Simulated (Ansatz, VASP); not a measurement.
**One calculation of Zn, two programs**

```
Zn
1.0
     0.00000    1.94680    1.94680
     1.94680    0.00000    1.94680
     1.94680    1.94680    0.00000
Zn
1
Direct
  0.00000 0.00000 0.00000
```

Alike in both runs: task single point; functional PBEsol; k mesh 16 × 16 × 16; occupations fermi-dirac, width 0.1 eV; no spin polarisation.

|  | VASP | Ansatz |
| --- | --- | --- |
| version | VASP 6.6.1 | Ansatz 0.2.0 |
| potentials or method | VASP PAW PBE potentials, release 64 (Zn) | plane waves (420 eV) with PAW, scalar-relativistic |
| plane-wave cutoff (eV) | 520 | 420 |
| valence electrons in the cell | 12 | 12 |

Ansatz gave:

| Property | Result |
| --- | --- |
| pressure (GPa) | -3.3 |

**Question.** Which values does VASP return?

**Answer.** Pressure (GPa): -3.0.

Ansatz warned: «pseudo_functional_mismatch».

Caveats: the PAW data sets were made with another functional, which shifts forces and pressure a little (VASP).
